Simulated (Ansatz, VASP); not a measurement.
I: VASP beside Ansatz

INCAR

```
SYSTEM = I
PREC = Accurate
ENCUT = 520
EDIFF = 1E-6
ISMEAR = 0
SIGMA = 0.15
LREAL = .FALSE.
LASPH = .TRUE.
NELM = 80
ALGO = Fast
ISIF = 2
LWAVE = .FALSE.
LCHARG = .FALSE.
GGA = RP
NBANDS = 10
```

The input KPOINTS:

```
Automatic mesh
0
G
  6 6 6
  0 0 0
```

File POSCAR:

```
I
1.0
    0.0000000000      2.3656004400      3.9098401300
    2.1922454700      0.0000000000      3.9098401300
    2.1922454700      2.3656004400      0.0000000000
I
1
Direct
    0.0000000000      0.0000000000      0.0000000000
```

Input for Ansatz:

```yaml
crystal:
  lattice:
    - [0.0, 2.36560044, 3.90984013]
    - [2.19224547, 0.0, 3.90984013]
    - [2.19224547, 2.36560044, 0.0]
  atoms:
    - { symbol: I, position: [0.0, 0.0, 0.0] }
kpoints:
  mp_grid:
    grid: [6, 6, 6]
hamiltonian:
  xc: rpbe
scf:
  lower_state_search: "off"
  occupations:
    method: gaussian
    width: 0.15
output:
  stress: true
```

Alike in both runs: task single point; functional RPBE; k mesh 6 × 6 × 6; occupations gaussian, width 0.15 eV; no spin polarisation.

```csv
,VASP,Ansatz
version,VASP 6.6.1,Ansatz 0.2.0
potentials or method,"VASP PAW PBE potentials, release 64 (I)","plane waves, PAW"
plane-wave cutoff (eV),520,420
valence electrons in the cell,7,17
```

|  | VASP | Ansatz | Ansatz less VASP |
| --- | --- | --- | --- |
| pressure (GPa) | 2.0 | 2.0 | +0.04 |
| largest component of the traceless stress (GPa) | 0.18 | 0.13 | -0.053 |

The two sets of potentials don't hold the same shells in valence.

Caveats: the PAW data sets were made with another functional, which shifts forces and pressure a little (VASP); an odd number of electrons without spin polarisation forces a metal; a magnetic or distorted state may lie lower. Spin-orbit coupling is left out, which matters for the levels of I.
